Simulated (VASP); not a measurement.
# Sb (Fm-3m) in VASP: further runs

The runs below take Sb through single point, with PBEsol.

Program: VASP 6.6.1. These are calculated values, not measurements. Logs are shortened: lines on timing, memory, paths and dates and some standing lists are left out, and cuts for length are marked.

## Step 1: The cell of the first run

It takes space group Fm-3m (No. 225, cubic). Conventional cell: a = 4.885 Å, b = 4.885 Å, c = 4.885 Å, α = 90.00°, β = 90.00°, γ = 90.00°. Sb (site symmetry m-3m) is surrounded by 12 Sb at 3.45 Å.

This isn't the form of Sb at room conditions, which is rhombohedral.

## Step 2: Single point, PBEsol (strain +0.030 along x and y, +0.030 along z, atoms carried along)

File INCAR:

```
ALGO = Fast
EDIFF = 1E-6
ENCUT = 520
GGA = PS
ISIF = 2
ISMEAR = 0
LASPH = True
LCHARG = True
LELF = True
LREAL = False
LVHAR = True
LWAVE = False
NBANDS = 8
NELM = 100
PREC = Accurate
SIGMA = 0.15
```

File KPOINTS:

```
k-points
0
Gamma
  18 18 18
```

File POSCAR:

```
Sb
1.0
    0.0000000000      2.4423797972      2.4423797972
    2.4423797972      0.0000000000      2.4423797972
    2.4423797972      2.4423797972      0.0000000000
Sb
1
Direct
    0.0000000000      0.0000000000      0.0000000000
```

Potentials or basis: VASP PAW PBE potentials, release 64 (Sb).

The run is started by

```bash
$ cat potpaw_PBE.64/Sb/POTCAR > POTCAR
$ mpirun -np 1 vasp_std > vasp.out
```

OUTCAR:

```text
EDIFF = 1E-6
   ENCUT = 520
   GGA = PS
   ISIF = 2
   ISMEAR = 0
   LASPH = True
   LREAL = False
   NELM = 100
   PREC = Accurate

 ion  position               nearest neighbor table
   1  0.000  0.000  0.000-

  LATTYP: Found a face centered cubic cell.
 ALAT       =     4.8847595944

  Lattice vectors:

 A1 = (   0.0000000000,   2.4423797972,   2.4423797972)
 A2 = (   2.4423797972,   0.0000000000,   2.4423797972)
 A3 = (   2.4423797972,   2.4423797972,   0.0000000000)

Analysis of symmetry for initial positions (statically):
=====================================================================
 Subroutine PRICEL returns:
 Original cell was already a primitive cell.

 Routine SETGRP: Setting up the symmetry group for a
 face centered cubic supercell.

 Subroutine GETGRP returns: Found 48 space group operations
 (whereof 48 operations were pure point group operations)
 out of a pool of 48 trial point group operations.

The static configuration has the point symmetry O_h .

Analysis of symmetry for dynamics (positions and initial velocities):
=====================================================================
 Subroutine PRICEL returns:
 Original cell was already a primitive cell.

 Routine SETGRP: Setting up the symmetry group for a
 face centered cubic supercell.

 Subroutine GETGRP returns: Found 48 space group operations
 (whereof 48 operations were pure point group operations)
 out of a pool of 48 trial point group operations.

The dynamic configuration has the point symmetry O_h .

 Subroutine INISYM returns: Found 48 space group operations
 (whereof 48 operations are pure point group operations),
 and found     1 'primitive' translations

----------------------------------------------------------------------------------------

                                     Primitive cell

  volume of cell :      29.1387

  direct lattice vectors                    reciprocal lattice vectors
     0.000000000  2.442379797  2.442379797    -0.204718365  0.204718365  0.204718365
     2.442379797  0.000000000  2.442379797     0.204718365 -0.204718365  0.204718365
     2.442379797  2.442379797  0.000000000     0.204718365  0.204718365 -0.204718365

  length of vectors
     3.454046634  3.454046634  3.454046634     0.354582610  0.354582610  0.354582610

  position of ions in fractional coordinates (direct lattice)
     0.000000000  0.000000000  0.000000000

  ion indices of the primitive-cell ions
[... 78 lines left out ...]
   IBRION =     -1    ionic relax: 0-MD 1-quasi-New 2-CG
   NFREE  =      0    steps in history (QN), initial steepest desc. (CG)
   ISIF   =      2    stress and relaxation
   ISYM   =      2    0-nonsym 1-usesym 2-fastsym
   POTIM  = 0.5000    time-step for ionic-motion
   TEBEG  =    0.0;   TEEND  =   0.0 temperature during run
   PSTRESS=    0.0 pullay stress
   NELECT =       5.0000    total number of electrons
   NUPDOWN=      -1.0000    fix difference up-down
   EMIN   =  10.00;   EMAX   =-10.00  energy-range for DOS
   EFERMI =   0.00;   METHOD = LEGACY
   ISMEAR =     0;   SIGMA  =   0.15  broadening in eV -4-tet -1-fermi 0-gaus
   EFERMI_NEDOS =   21; number of points for ismear=-14 and -15
   IALGO  =     68    algorithm
   IMIX   =      4    mixing-type and parameters
     AMIX     =   0.40;   BMIX     =  1.00
     AMIX_MAG =   1.60;   BMIX_MAG =  1.00
  volume/ion in A,a.u.               =      29.14       196.64
  Fermi-wavevector in a.u.,A,eV,Ry     =   0.909721  1.719124 11.260081  0.827593
  Thomas-Fermi vector in A             =   2.033799
   LORBIT       =      0    0 simple, 1 ext, 2 COOP (PROOUT), +10 PAW based schemes
   GGA     = PS    functional components
   LHFCALC =     F    Hartree Fock is set to
   AEXX    =    0.0000 exact exchange contribution
   IVDW    =     0    specifies the selected vdW correction
   LEPSILON=     F    determine dielectric tensor
   LRPA    =     F    only Hartree local field effects (RPA)
 non-spin polarized calculation
 RMM-DIIS sequential band-by-band and
 Gauss-broadening in eV      SIGMA  =   0.15
  energy-cutoff  :      520.00
  volume of cell :       29.14
 maximum number of plane-waves:       801
 NGX is ok and might be reduce to    28
   NGX = 13   NGY = 13   NGZ = 13

 number of electron       5.0000000 magnetization

 Free energy of the ion-electron system (eV)
  ---------------------------------------------------
  ext. energy  EPLUGINS =         0.00000000
  ---------------------------------------------------
  free energy    TOTEN  =        -4.24330385 eV

  energy without entropy =       -4.23503725  energy(sigma->0) =       -4.23917055

 E-fermi :   7.4103     XC(G=0):  -9.9971

 val. band max:        7.3951635088   @ k =   0.5000   0.4444   0.0000
 cond. band min:       7.4104530714   @ k =  -0.4444   0.3889   0.1667
 fundamental gap:      0.0152895626
 Fermi energy:         7.4102867930

 k-point     1 :       0.0000    0.0000    0.0000
  band No.  band energies     occupation
      1      -4.9631      2.00000
      2      12.1416      0.00000
      3      12.1416      0.00000
      4      12.1416      0.00000
      5      17.1165      0.00000
      6      17.1165      0.00000
      7      17.1165      0.00000
      8      17.6226      0.00000
[... 243 lines left out ...]
 k-point    24 :      -0.2222    0.0556    0.0000
  band No.  band energies     occupation
      1      -3.8717      2.00000
      2       6.8297      2.00000
      3      10.4882      0.00000
      4      11.6167      0.00000
      5      15.6501      0.00000
      6      17.3079      0.00000
      7      17.3739      0.00000
      8      19.2948      0.00000

 [... further k-points ...]

------------------------ aborting loop because EDIFF is reached ----------------------------------------

  FORCE on cell =-STRESS in cart. coord.  units (eV):
  Direction    XX          YY          ZZ          XY          YZ          ZX
  --------------------------------------------------------------------------------------
  -------------------------------------------------------------------------------------
  Total       -1.0449379     -1.0449379     -1.0449379      0.0000000      0.0000000     -0.0000000
  in kB      -57.4554841    -57.4554841    -57.4554841      0.0000000      0.0000000     -0.0000000
  external PRESSURE =     -57.4554841 kB  Pullay stress =       0.0000000 kB

 VOLUME and BASIS-vectors are now :
 -----------------------------------------------------------------------------
  energy-cutoff  :      520.00
  volume of cell :       29.14
      direct lattice vectors                 reciprocal lattice vectors
     0.000000000  2.442379797  2.442379797    -0.204718365  0.204718365  0.204718365
     2.442379797  0.000000000  2.442379797     0.204718365 -0.204718365  0.204718365
     2.442379797  2.442379797  0.000000000     0.204718365  0.204718365 -0.204718365

 POSITION                                       TOTAL-FORCE (eV/Angst)
 -----------------------------------------------------------------------------------
      0.00000      0.00000      0.00000         0.000000      0.000000      0.000000
 -----------------------------------------------------------------------------------
    total drift:                                0.000000      0.000000      0.000000

  FREE ENERGIE OF THE ION-ELECTRON SYSTEM (eV)
  ---------------------------------------------------
  free  energy   TOTEN  =        -4.2433038531 eV

  energy  without entropy=       -4.2350372459  energy(sigma->0) =       -4.23917055
```

Wall time 33 s (1 thread of Intel Xeon Platinum 8488C (Sapphire Rapids), shared host); peak memory 0.18 GiB.

Results:

- Free energy: -4.2433 eV
- Pressure: -5.7 GPa
- Band gap on the k mesh: none (metal or under the smearing width)

Levels at points of the mesh, in eV from the Fermi level:
```tsv
k point	band 1	band 2	band 3	band 4	band 5
(0.00, 0.00, 0.00)	-12.37	4.73	4.73	4.73	9.71
(0.50, 0.00, 0.00)	-9.05	-5.36	3.24	3.24	7.67
(0.50, 0.50, 0.00)	-7.64	-4.54	0.33	0.33	4.04
```

Caveat: the PAW data sets were made with another functional, which shifts forces and pressure a little. Spin-orbit coupling is left out, which matters for the levels of Sb.

## Step 3: Single point, PBEsol (strain -0.030 along x and y, +0.030 along z, atoms carried along)

File INCAR:

```
PREC = Accurate
ENCUT = 520
EDIFF = 1E-6
ISMEAR = 0
SIGMA = 0.15
LREAL = F
LASPH = T
NELM = 100
ALGO = Normal
ISIF = 2
LWAVE = F
LCHARG = F
GGA = PS
NBANDS = 8
```

File KPOINTS:

```
regular mesh
0
Gamma
  18 18 18
```

File POSCAR:

```
Sb
1.0
    0.0000000000      2.3001052460      2.4423797972
    2.3001052460      0.0000000000      2.4423797972
    2.3001052460      2.3001052460      0.0000000000
Sb
1
Direct
    0.0000000000      0.0000000000      0.0000000000
```

Potentials or basis: VASP PAW PBE potentials, release 64 (Sb).

The run is started by

```bash
$ cat potpaw_PBE.64/Sb/POTCAR > POTCAR
$ mpirun -np 1 vasp_std > vasp.out
```

Wall time 58 s (1 thread of Intel Xeon Platinum 8488C (Sapphire Rapids), shared host); peak memory 0.22 GiB.

The run converged. Its results:

```yaml
Free_energy: -4.3039 eV
Pressure: 0.9 GPa
Band_gap_on_the_k_mesh: none (metal or under the smearing width)
```

Stress tensor (GPa, compression positive):
```
0.64 0.00 0.00
0.00 0.64 0.00
0.00 0.00 1.55
```

Levels at points of the mesh, in eV from the Fermi level:
```
           k point  band 1  band 2  band 3  band 4  band 5  band 6
(0.00, 0.00, 0.00)  -13.27    5.61    5.62    5.62    9.90   10.29
(0.50, 0.00, 0.00)   -9.27   -6.09    3.27    4.35    7.93    9.32
(0.50, 0.50, 0.00)   -8.09   -5.46    0.91    0.91    4.74    4.99
(0.50, 0.00, 0.50)   -7.26   -4.99   -0.09    0.38    3.91    4.44
```

Caveat: the PAW data sets were made with another functional, which shifts forces and pressure a little. Spin-orbit coupling is left out, which matters for the levels of Sb.
